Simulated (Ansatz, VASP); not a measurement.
One calculation of NaCl, two programs

The input INCAR:

```
SYSTEM = NaCl
ALGO     = Normal         ! electronic algorithm
EDIFF    = 1E-7           ! SCF threshold, eV
ENCUT    = 520            ! plane-wave cutoff, eV
GGA      = PS             ! functional
ISIF     = 2              ! what is computed and relaxed
ISMEAR   = -1             ! smearing method
LASPH    = .True.         ! aspherical terms in the spheres
LCHARG   = .False.        ! write CHGCAR
LREAL    = .False.        ! projectors in reciprocal space
LWAVE    = .False.        ! write WAVECAR
NBANDS   = 14             ! bands
NELM     = 60             ! most SCF steps
PREC     = Accurate       ! precision mode
SIGMA    = 0.03           ! smearing width, eV
```

File KPOINTS:

```
k-points
0
Gamma
  9 9 9
  0 0 0
```

File POSCAR:

```
NaCl
1.0
    2.8213466130      0.0000000000      0.0000000000
    0.0000000000      2.8213466130      0.0000000000
    0.0000000000      0.0000000000      2.8213466130
Na Cl
1 1
Direct
    0.0000000000      0.0000000000      0.0000000000
    0.5000000000      0.5000000000      0.5000000000
```

Input for Ansatz:

```yaml
crystal:
  lattice:
    - [2.821346613, 0.0, 0.0]
    - [0.0, 2.821346613, 0.0]
    - [0.0, 0.0, 2.821346613]
  atoms:
    - { symbol: Na, position: [0.0, 0.0, 0.0] }
    - { symbol: Cl, position: [0.5, 0.5, 0.5] }
kpoints:
  mp_grid: { grid: [9, 9, 9] }
  band_path:
    path:
      - [0.0, 0.0, 0.0]
      - [0.0, 0.5, 0.0]
      - [0.5, 0.5, 0.0]
      - [0.0, 0.0, 0.0]
      - [0.5, 0.5, 0.5]
      - [0.0, 0.5, 0.0]
      - [0.5, 0.5, 0.5]
      - [0.5, 0.5, 0.0]
    npoints: 5
scf:
  occupations: { method: fermi_dirac, width: 0.03 }
hamiltonian:
  xc: pbesol
  pseudopotentials: { kind: all_electron, lapw: { basis_error: 0.0005 } }
output:
  forces: true
  stress: true
  eigenvalues: true
```

Change from the starting cell: volume scaled by 0.96.

Alike in both runs: task single point; functional PBEsol; k mesh 9 × 9 × 9; occupations fermi-dirac, width 0.03 eV; no spin polarisation.

|  | VASP | Ansatz |
| --- | --- | --- |
| version | VASP 6.6.1 | Ansatz 0.2.0 |
| potentials or method | VASP PAW PBE potentials, release 64 (Na_pv, Cl) | all-electron LAPW, scalar-relativistic |
| plane-wave cutoff (eV) | 520 | see its input |

Ansatz gave:

* gap on the k mesh at the Fermi level (eV): 4.34
* pressure (GPa): 70.1

Problem. Which values does VASP return?

Solution. gap on the k mesh at the Fermi level (eV): 4.40; pressure (GPa): 70.8.

Ansatz ran all-electron here, so the differences hold the error of VASP's frozen core and of both bases.

Caveats: the cell as given lies far from equilibrium; so large a pressure means that the cell lies far from this level's equilibrium, or that cutoff or potentials fall short (VASP); the potentials were made for another functional, which shifts forces and pressure (VASP); an odd mesh through Γ misses points on the zone boundary, where band edges often lie.
